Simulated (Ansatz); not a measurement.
# In2O3: band gap under strain

Aim: follow the gap of In2O3 (database structure) through these states: -1.0 % biaxial strain in x and y, free along z; +1.0 % biaxial strain in x and y, free along z; +2.0 % biaxial strain in x and y, free along z. The table at the end shows which levels were run.

The runs shown are made with Ansatz 0.2.0. PAW datasets, plane waves. Spin-unpolarised throughout; all numbers are computed.

**1. Starting point**

The unstrained cell was relaxed with r2SCAN; in each strained cell the atoms were relaxed again with r2SCAN. Names of k-points are those of the unstrained zone, where strain can split equivalent points. First state: -1.0 % biaxial strain in x and y, free along z.

Space group R-3c (No. 167), trigonal; a = 5.453 Å, c = 14.718 Å in the conventional setting, 12.63 Å³ an atom. Around In lie 6 O at 2.12–2.25 Å; around O lie 4 In at 2.12–2.25 Å.

As a file:

```cif
data_structure
_symmetry_space_group_name_H-M 'P 1'
_symmetry_Int_Tables_number 1
_cell_length_a 5.8293
_cell_length_b 5.8293
_cell_length_c 5.8293
_cell_angle_alpha 55.770
_cell_angle_beta 55.770
_cell_angle_gamma 55.770
_cell_volume 126.33
loop_
_atom_site_label
_atom_site_type_symbol
_atom_site_fract_x
_atom_site_fract_y
_atom_site_fract_z
_atom_site_occupancy
In1 In 0.64380 0.64380 0.64380 1
In2 In 0.85620 0.85620 0.85620 1
In3 In 0.35620 0.35620 0.35620 1
In4 In 0.14380 0.14380 0.14380 1
O1 O 0.04686 0.75000 0.45314 1
O2 O 0.75000 0.45314 0.04686 1
O3 O 0.45314 0.04686 0.75000 1
O4 O 0.95314 0.25000 0.54686 1
O5 O 0.54686 0.95314 0.25000 1
O6 O 0.25000 0.54686 0.95314 1
```

From earlier runs on the unstrained cell: PBE 1.22 eV, r2SCAN 1.80 eV, HSE06 2.73 eV; a = 5.508 Å, c = 14.560 Å.

**2. -1.0 % biaxial strain in x and y, free along z: PBE**

File input.yaml:

```yaml
crystal:
  lattice:
    - [2.7263656039, 1.5740679153, 4.9061097174]
    - [-2.7263656039, 1.5740679153, 4.9061097174]
    - [0.0, -3.1481358306, 4.9061097174]
  atoms:
    - { symbol: In, position: [0.6438046669, 0.6438046669, 0.6438046669] }
    - { symbol: In, position: [0.8561953331, 0.8561953331, 0.8561953331] }
    - { symbol: In, position: [0.3561953331, 0.3561953331, 0.3561953331] }
    - { symbol: In, position: [0.1438046669, 0.1438046669, 0.1438046669] }
    - { symbol: O, position: [0.0468581256, 0.75, 0.4531418744] }
    - { symbol: O, position: [0.75, 0.4531418744, 0.0468581256] }
    - { symbol: O, position: [0.4531418744, 0.0468581256, 0.75] }
    - { symbol: O, position: [0.9531418744, 0.25, 0.5468581256] }
    - { symbol: O, position: [0.5468581256, 0.9531418744, 0.25] }
    - { symbol: O, position: [0.25, 0.5468581256, 0.9531418744] }
kpoints:
  mp_grid: { grid: [6, 6, 6] }
  band_path:
    path:
      - [0.0, 0.0, 0.0]
      - [0.5, 0.5, 0.5]
      - [0.7617877973, 0.2382122027, 0.5]
      - [0.5, -0.2382122027, 0.2382122027]
      - [0.5, 0.0, 0.0]
      - [0.3691061014, -0.3691061014, 0.0]
      - [0.6308938986, 0.0, 0.3691061014]
      - [0.5, 0.0, 0.5]
      - [0.0, 0.1875, -0.1875]
    npoints: 1
hamiltonian:
  xc: pbe
scf:
  occupations: { method: fermi_dirac, width: 0.02 }
  n_extra_bands: 6
output:
  forces: true
  stress: true
  eigenvalues: true
```

Command:

```bash
$ ansatz run input.yaml --threads 2 --pin off --max-ram 18432MiB --backend cpu --events-out ev --progress --plain --runs-dir out
```

The runs that follow: -1.0 % biaxial strain in x and y, free along z: r2SCAN; -1.0 % biaxial strain in x and y, free along z: HSE06; +1.0 % biaxial strain in x and y, free along z: PBE; +1.0 % biaxial strain in x and y, free along z: r2SCAN; +1.0 % biaxial strain in x and y, free along z: HSE06; +2.0 % biaxial strain in x and y, free along z: PBE; +2.0 % biaxial strain in x and y, free along z: r2SCAN; +2.0 % biaxial strain in x and y, free along z: HSE06.

What does the calculation give?

**Answer**, as computed:

Least gap in eV (negative: overlap), with the change from the unstrained cell in brackets:

```
                                         state  volume change (%)           PBE        r2SCAN         HSE06
-1.0 % biaxial strain in x and y, free along z               -0.9  1.30 (+0.08)  1.88 (+0.08)  2.80 (+0.07)
+1.0 % biaxial strain in x and y, free along z               +1.0  1.11 (-0.11)  1.69 (-0.11)  2.62 (-0.11)
+2.0 % biaxial strain in x and y, free along z               +2.0  0.99 (-0.23)  1.56 (-0.24)  2.48 (-0.25)
```

The largest move of the HSE06 gap in the table is -0.249 eV, under +2.0 % biaxial strain in x and y, free along z. PBE and HSE06 differ by 1.51 eV on the unstrained gap, and by at most 0.02 eV on its change: the two disagree on the size of the gap but agree on its response to strain. Spin-orbit coupling is left out of the table, though the cell holds In (Z = 49); in an element this heavy it can shift bands and gaps by tenths of an eV.
